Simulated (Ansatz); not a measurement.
Slab: Te2Mo, a slab with vacuum.

```
Te Mo
1.0
     3.56023    0.00000    0.00000
    -1.78012    3.08325    0.00000
     0.00000    0.00000   17.52406
Te Mo
2 1
Direct
  0.33333 0.66667 0.10214
  0.33333 0.66667 0.89786
  0.00000 0.00000 0.00000
```

A run of Ansatz 0.2.0 on this cell left the log below. Logs are shortened: lines on timing, memory, paths and dates and some standing lists are left out, and cuts for length are marked.

```text
Warning: RAYON_NUM_THREADS=2 ignored (pool sized by the plan → 2); use --threads N
LAPW: plane waves up to 7.925 Å⁻¹, error target 2.0e-3 eV per atom; small_component_spin mean_spin; Mo in spheres of 1.347 Å, 30 of its electrons in bands, Dirac shells []; Te in spheres of 1.379 Å, 24 of its electrons in bands, Dirac shells [] (how accurate: hamiltonian.pseudopotentials.lapw.basis_error, Limitations)
Engine: ansatz 0.2.0, aarch64-unknown-linux-gnu
Pseudopotentials: kind: all_electron
Pseudopotential: Te, LAPW, valence charge 24, lapw/all_electron/scalar/gaussian/Te, Koelling and Harmon's equation, gaussian nucleus
Pseudopotential: Mo, LAPW, valence charge 30, lapw/all_electron/scalar/gaussian/Mo, Koelling and Harmon's equation, gaussian nucleus
Functional definition: SPW92
  exchange = slater_x
  correlation = pw_c
Crystal: 3 atoms, lattice volume = 192.363 Å³
Basis set: ecut = 239.2914033946159 eV, 1659 PW (Γ), exchange–correlation at level 2
Bands: 47, of which v1, the nominal top of the filled ones, is band 39 counted from 1 (38 counted from 0)
Symmetry: 12 space group operations
Space group: P-6m2 (ITA 187), of the structure as read, at distance tolerance 5.8e-5 Å
k-points: 24 of 162 (time reversal used)
Non-local potential: Te, projectors of the file, none
Non-local potential: Mo, projectors of the file, none
[... 23 lines left out ...]
Entropy (-TS):   -0.000002 eV (-0.001 meV/atom)
Fermi energy:    2.930872 eV
--- Per-component energies (eV) ---
  E_band       = -7306.331186
  E_kinetic    = 504107.453511
  E_xc         = -12530.456540
  E_electrostatic = -971106.020648  (all electrons and nuclei)
  E_smearing   = -0.000002  (= −TS)
  E_closure    = 0.000000  (closes the sum)
  E_atoms      = -479508.595942  (free atoms, spherical and without spin; not in F)
  Σ components = -479529.023678   (vs F -479529.023678, Δ=0.00e0)
  Basis errors (estimates in eV, not in F): energy 8.2e-4 per atom: plane waves 7.7e-4 (4.5e-4 summed), levels above the bands 5.7e-59, relativity 1.2e-8, radial functions 5.5e-5, core shells 2.5e-7; eigenvalues (radial functions only) 2.3e-6; not estimated: angular momenta, meshes, grids; target (lapw.basis_error) 2.0e-3; muffin-tin radii Mo 1.347 Å, Te 1.379 Å
--- Forces (eV/Å), atoms counted from 1 ---
  atom   1  Te    -0.00000000    -0.00000000    -0.41786326
  atom   2  Te     0.00000000    -0.00000000     0.41786326
  atom   3  Mo     0.00000000    -0.00000000     0.00000000
  max |Σ_I F_I| component: 1.01e-16 eV/Å
--- Stress (GPa, compression-positive) ---
       -2.043259       0.000000       0.000000
        0.000000      -2.043259       0.000000
        0.000000       0.000000      -1.243570
  P = ⅓ Tr σ = -1.7767 GPa (-17.767 kbar)
--- Band table (eV; the first three rows and the last of 24) ---
  k-point 0: bands = ["-372.5658", "-372.5312", "-372.5312", "-215.1125", "-215.1090", "-215.1090", "-215.0826", "-215.0826", "-156.0377", "-156.0377", "-106.2792", "-106.2792", "-106.2792", "-106.2792", "-106.2154", "-106.2153", "-58.1042", "-33.9166", "-33.9166", "-33.9032", "-33.9032", "-33.8566", "-33.8566", "-33.8459", "-33.8459", "-33.8365", "-33.8267", "-32.2996", "-32.1707", "-32.1707", "-10.1718", "-9.2059", "-2.4895", "0.7233", "0.7233", "0.7886", "1.5144", "1.5144", "2.0306", "5.4537", "5.4537", "5.7408", "5.7408", "6.7415", "7.2714", "8.0619", "8.7556"]
  k-point 1: bands = ["-372.5658", "-372.5312", "-372.5312", "-215.1125", "-215.1090", "-215.1090", "-215.0826", "-215.0826", "-156.0377", "-156.0377", "-106.2792", "-106.2792", "-106.2792", "-106.2792", "-106.2154", "-106.2153", "-58.1042", "-33.9166", "-33.9166", "-33.9032", "-33.9032", "-33.8566", "-33.8566", "-33.8459", "-33.8459", "-33.8365", "-33.8266", "-32.2996", "-32.1707", "-32.1707", "-10.1718", "-9.2059", "-2.4895", "0.7233", "0.7233", "0.7886", "1.5145", "1.5145", "2.0307", "5.4537", "5.4537", "5.7408", "5.7408", "6.8308", "7.0656", "8.4719", "8.5623"]
  k-point 2: bands = ["-372.5658", "-372.5312", "-372.5312", "-215.1125", "-215.1090", "-215.1090", "-215.0826", "-215.0826", "-156.0377", "-156.0377", "-106.2792", "-106.2792", "-106.2792", "-106.2792", "-106.2154", "-106.2153", "-58.1032", "-33.9152", "-33.9142", "-33.9053", "-33.9010", "-33.8575", "-33.8571", "-33.8490", "-33.8461", "-33.8355", "-33.8254", "-32.2917", "-32.1858", "-32.1733", "-10.0084", "-9.0946", "-2.3089", "0.3586", "0.4424", "0.8590", "1.3003", "1.6752", "2.0010", "4.8677", "4.9116", "5.4028", "5.5989", "7.0218", "7.4753", "8.3881", "9.2957"]
  k-point 23: bands = ["-372.5658", "-372.5312", "-372.5312", "-215.1125", "-215.1090", "-215.1090", "-215.0826", "-215.0826", "-156.0377", "-156.0377", "-106.2793", "-106.2793", "-106.2793", "-106.2793", "-106.2154", "-106.2153", "-58.0954", "-33.9228", "-33.9013", "-33.8926", "-33.8922", "-33.8743", "-33.8615", "-33.8511", "-33.8509", "-33.8305", "-33.8154", "-32.2776", "-32.2338", "-32.2252", "-7.9993", "-7.7537", "-2.0209", "-1.8715", "-1.3134", "-0.4765", "-0.4356", "0.7580", "2.4061", "3.4505", "4.3628", "4.9333", "6.4444", "7.5227", "7.5780", "9.7669", "10.7618"]
```

Task: What input gives this log?

Result: Band structure with LDA, no spin polarisation. The files as run (others can give the same):

input.yaml
```yaml
crystal:
  lattice:
    - [3.560232814, 0.0, 0.0]
    - [-1.780116407, 3.0832520603, 0.0]
    - [0.0, 0.0, 17.52405782]
  atoms:
    - { symbol: Te, position: [0.3333333333, 0.6666666667, 0.10214455] }
    - { symbol: Te, position: [0.3333333333, 0.6666666667, 0.89785545] }
    - { symbol: Mo, position: [0.0, 0.0, 0.0] }
kpoints:
  mp_grid: { grid: [9, 9, 2] }
  band_path:
    path:
      - [0.0, 0.0, 0.0]
      - [0.5, 0.0, 0.0]
      - [0.3333333333, 0.3333333333, 0.0]
      - [0.0, 0.0, 0.0]
      - [0.0, 0.0, 0.5]
      - [0.5, 0.0, 0.5]
      - [0.3333333333, 0.3333333333, 0.5]
      - [0.0, 0.0, 0.5]
    npoints: 10
scf:
  occupations: { method: fermi_dirac, width: 0.05 }
hamiltonian:
  xc: lda
  pseudopotentials: { kind: all_electron, lapw: { basis_error: 0.002 } }
output:
  forces: true
  stress: true
  eigenvalues: true
```

Potentials or basis: all-electron LAPW, scalar-relativistic.
Launch:
```console
$ ansatz run input.yaml --threads 2 --pin off --max-ram 6144MiB --backend cpu --events-out ev --progress --plain --runs-dir out
```

Caveat: spin-orbit coupling is left out, which moves the levels of the heavy elements.
